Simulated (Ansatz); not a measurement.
Zinc-blende AlSb, treated with PBE in Ansatz (PAW).

Numerical settings: plane-wave cutoff 520 eV, 10×10×10 k mesh, Fermi–Dirac smearing 0.01 eV, scalar-relativistic PAW data made under PBE.

Cell (relaxed at this level):

Space group F-43m (No. 216); a = 6.2250 Å, b = 6.2250 Å, c = 6.2250 Å, α = 90.00°, β = 90.00°, γ = 90.00°

| atom | site | symmetry | x | y | z |
|---|---|---|---|---|---|
| Al | 4a | -43m | 0.0000 | 0.0000 | 0.0000 |
| Sb | 4d | -43m | 0.7500 | 0.7500 | 0.7500 |
(The calculation used a cell of 2 atoms; values per cell refer to that cell.)

### Question
Give the computed band gap, width of the whole s-p valence band, pressure derivative B′ of the bulk modulus and smallest direct gap on the k points sampled.

### Answer

- band gap = 1.24 eV
- width of the whole s-p valence band = 10.49 eV
- pressure derivative B′ of the bulk modulus = 4.5
- smallest direct gap on the k points sampled = 1.28 eV

Measured, for comparison: band gap 1.73 eV (zero-point renormalisation of 35 meV (experimental, the table's column) added back here, indirect; inputs from Miglio et al. (2020), arXiv:2011.12765).

Spin–orbit coupling is not included; with these elements it can move the gap by several tenths of an eV or more.

Ansatz is a first-principles code.
